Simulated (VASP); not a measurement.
SeH2: single point with PBE

The system is SeH2, in a box.

```xyz
3
Lattice="12.4611 0.0000 0.0000 0.0000 12.9611 0.0000 0.0000 0.0000 13.4611" Properties=species:S:1:pos:R:3 pbc="T T T"
Se    6.5543    6.5926    6.1476
H     6.3600    5.4935    7.1210
H     5.7399    7.4983    6.9901
```

```json
{"Program": "VASP 6.6.1", "Task": "single point", "Functional": "PBE", "Potentials or basis": "VASP PAW PBE potentials, release 64 (Se, H)", "Cutoff": "400 eV", "k mesh": "1 × 1 × 1", "Occupations": "gaussian, width 0.01 eV", "Spin": "no spin polarisation", "Further INCAR settings": "ALGO = Fast; EDIFF = 1e-06; ISYM = 0"}
```

```
Largest force                   : 0.019 eV/Å
Gap between the frontier levels : 4.79 eV
```

Forces on the atoms (eV/Å):
```
Se   0.010  0.001 -0.016
H   -0.008  0.009  0.008
H   -0.002 -0.011  0.009
```

Levels at points of the mesh, in eV from the valence-band top:
```csv
k point,band 1,band 2,band 3,band 4,band 5,band 6,band 7,band 8
"(0.00, 0.00, 0.00)",-12.30,-4.33,-2.95,0.00,4.79,4.94,6.03,6.38
```

Run time: 21 s on 4 MPI ranks on Intel(R) Xeon(R) 6975P-C (Granite Rapids) (shared host), peak memory 0.43 GiB a rank.

A hybrid or GW would open this gap; PBE tends to underestimate it.
